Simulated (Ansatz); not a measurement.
Cr:

```
Cr
1.0
    -1.48445    1.48445    1.48445
     1.48445   -1.48445    1.48445
     1.48445    1.48445   -1.48445
Cr
1
Direct
  0.00000 0.00000 0.00000
```

A run of Ansatz 0.2.0 on this cell left the log below. Logs are shortened: lines on timing, memory, paths and dates and some standing lists are left out, and cuts for length are marked.

```text
Warning: RAYON_NUM_THREADS=2 ignored (pool sized by the plan → 2); use --threads N
Cr: projections on atomic orbitals take those of the free atom [Ne] 3s2 3p6 3d5 4s1, of charge +0.00 (hamiltonian.pseudopotentials.projection_atoms); the dataset's partial waves leave at most 7.0e-7 of an orbital's norm unspanned inside its sphere
Engine: ansatz 0.2.0, aarch64-unknown-linux-gnu
Pseudopotentials: kind: paw
Pseudopotential: Cr, paw, valence charge 14, recommended cutoff 420 eV (normal), Cr.paw.azcp
Functional definition: PBEsol
  exchange = pbesol_x
  correlation = pbesol_c
Crystal: 1 atoms, lattice volume = 13.084 Å³
Basis set: ecut = 420 eV, 249 PW (Γ), exchange–correlation on 36×36×36 points (8 copies of the dense FFT grid, shifted against one another)
Bands: 12, of which v1, the nominal top of the filled ones, is band 7 counted from 1 (6 counted from 0)
Symmetry: 48 space group operations
Space group: Im-3m (ITA 229), of the structure as read, at distance tolerance 2.4e-5 Å
Magnetic group: BNS 229.140 (UNI 1642), of the structure as read, at distance tolerance 2.4e-5 Å
k-points: 72 of 1728
Non-local potential: Cr, projectors of the file, l = 0: 3, l = 1: 2, l = 2: 3, l = 3: 1
PAW form: soft (Blöchl's): semilocal exchange-correlation on the pseudo side does not see the compensation charge
PAW frozen core: Cr, regenerated for the run's functional, and the local potential with it (the file was generated under x = pbe(κ = 0.804, μ = 0.2195149727645171), c = pbe(β = 0.06672455060314922))
PAW one-centre angular grid: Cr, 590 points (default); XC on 64 Gauss nodes
Initial density: superposition of atomic densities (chi_scale 0.1, normalization cell)
Starting moments: Σ|m| = 1.86 μB on 1 of 1 site
Initial wavefunctions: pseudopotential atomic-orbital guess
Functional: x = pbesol(κ = 0.804, μ = 0.12345679012345678), c = pbesol(β = 0.046)
Partial waves of Cr: polarizable
SCF iter   1: F=—  HF=-3346.046685 eV  |F-HF|=—  |Δ(HF+E_count)|=         —  Δρ=1.58e-1 (↑1.58e-1 ↓8.74e-2)  dr2=6.45e0  dr2_m=2.54e-1  M=1.163 μB ∫|m|=1.163 μB  β_m=0.30  ethr=3.10e-3  ⟨swp⟩=3.9  Hψ=7986  notcnv=0
[... 56 lines left out ...]
SCF iter   2: F=—  HF=-3346.331301 eV  |F-HF|=—  |Δ(HF+E_count)|=    1.13e0  Δρ=1.22e-1 (↑1.22e-1 ↓1.21e-1)  dr2=5.62e0  dr2_m=8.20e-3  M=-0.363 μB ∫|m|=0.407 μB  ethr=7.14e-6  ⟨swp⟩=1.0  Hψ=12456  notcnv=0
SCF iter   3: F=—  HF=-3344.813830 eV  |F-HF|=—  |Δ(HF+E_count)|=    1.52e0  Δρ=1.08e-2 (↑1.03e-2 ↓1.08e-2)  dr2=4.45e-2  dr2_m=9.52e-4  M=0.006 μB ∫|m|=0.050 μB  ethr=6.44e-5  ⟨swp⟩=1.0  Hψ=6103  notcnv=0
an SCF towards the filling of the open d shells in which the orbitals that avoid the neighbouring atoms hold both spins ahead of the others, with the run's symmetry operations kept, reached no lower state that the run goes on to. This is no proof of a minimum
this state was not tested for a lower state beside it, because cold or Methfessel-Paxton smearing, or corrected tetrahedra, fill the levels in a way that the test cannot read (fill_not_monotonic; see scf.lower_state_search)
SCF converged after 34 iterations
Magnetization: 4.1237 μB (9.0618 up, 4.9382 down)
Absolute magnetization: 4.1237 μB (∫|ρ↑−ρ↓|, with the PAW one-centre terms)
Spin contamination: 0.0287 ħ² per cell (⟨S²⟩ above its minimum at these occupations)
Per-site moments (μB) at R_I (Å): [(3.619196845040917, 1.0605961834390063)]
Free energy (F): -3345.187707 eV
Harris-Foulkes:  -3345.187707 eV  (|F-HF|=9.07e-9)
Internal energy: -3345.187407 eV  (E = F + TS)
E sigma→0 (E₀):  -3345.187632 eV
Entropy (-TS):   -0.000301 eV (-0.301 meV/atom)
Fermi energy:    17.273718 eV
--- Per-component energies (eV) ---
  E_band       = -163.905989
  E_kinetic    = 347.362979
  E_local      = -1315.020175  (includes V_loc(G=0)·N_el)
  E_nonlocal   = 90.159501
  E_hartree    = 573.049734
  E_xc         = -138.181654
  E_vxc        = -177.039532  (∫ρ·V_xc dr)
  E_hubbard    = 1.399594  (on-site DFT+U / exact-exchange correction)
  E_vhub       = -6.123040  (the Hubbard potential's part of the band-sum identity)
  E_paw        = -1174.331926  (= ΣΔE_a)
  E_vpaw       = -249.346329  (= ΣTr[D̂ρ^β])
  E_aug_tail   = 0.000293  (compensation charges beyond the density's cutoff)
  E_ewald      = -1729.785753
  E_core_change = 0.160000  (= ΣΔE_core)
  E_smearing   = -0.000301  (= −TS)
  E_closure    = -0.000000  (closes the sum)
  Σ components = -3345.187707   (vs F -3345.187707, Δ=0.00e0)
--- Forces (eV/Å), atoms counted from 1 ---
  atom   1  Cr     0.00000000     0.00000000     0.00000000
  max |Σ_I F_I| component: 4.93e-32 eV/Å
--- Stress (GPa, compression-positive) ---
       56.574016       0.000000      -0.000000
       -0.000000      56.574016      -0.000000
        0.000000       0.000000      56.574016
  P = ⅓ Tr σ = 56.5740 GPa (565.740 kbar)
--- Band table (eV; the first three rows and the last of 144) ---
  k-point 0 ↑: bands = ["-54.5712", "-25.7145", "-25.7145", "-25.7145", "8.4189", "14.4074", "14.4074", "14.4074", "16.0076", "16.0076", "37.0722", "37.0722"]
  k-point 1 ↑: bands = ["-54.5623", "-25.7618", "-25.7296", "-25.7147", "8.6918", "14.3005", "14.3836", "14.5939", "15.8964", "16.0156", "36.3056", "36.9364"]
  k-point 2 ↑: bands = ["-54.5409", "-25.8892", "-25.7705", "-25.7153", "9.4341", "14.0182", "14.2661", "15.1263", "15.7389", "16.0457", "34.2624", "36.1475"]
  k-point 71 ↓: bands = ["-50.6529", "-22.5612", "-22.5612", "-22.5612", "16.5054", "16.5054", "23.9484", "23.9484", "23.9484", "27.5519", "27.5519", "27.5519"]
Occupation matrices written to <dir>
```

What input gives this log?

Single point with PBEsol+U, collinear spin, random start. The files as run (others can give the same):

input.yaml
```yaml
crystal:
  lattice:
    - [-1.4844496776, 1.4844496776, 1.4844496776]
    - [1.4844496776, -1.4844496776, 1.4844496776]
    - [1.4844496776, 1.4844496776, -1.4844496776]
  atoms:
    - { symbol: Cr, position: [0.0, 0.0, 0.0], spin: 1.86 }
hamiltonian:
  xc: pbesol
  pseudopotentials: { kind: paw, partial_waves: polarizable }
  hubbard: { sites: [{ species: Cr, l: d, u_eff: 3.5 }], double_counting: fll }
magnetization:
  spin_polarized: true
kpoints:
  mp_grid: { grid: [12, 12, 12] }
scf:
  occupations: { method: methfessel_paxton, width: 0.15 }
output:
  forces: true
  stress: true
  eigenvalues: true
```

Potentials or basis: Ansatz PAW polarizable.
Run with:
```bash
$ ansatz run input.yaml --threads 2 --pin off --max-ram 5120MiB --backend cpu --events-out ev --progress --plain --runs-dir out
```

Caveat: the magnetic or orbital state may not be the lowest; a pressure of tens of GPa on the cell as given is suspect, and the run, the potentials or the cell itself is likely at fault; the PAW data sets come from PBE, with cores solved anew for the run's functional, which leaves a small shift of forces and pressure; the U is typed as a test and isn't derived for this compound.
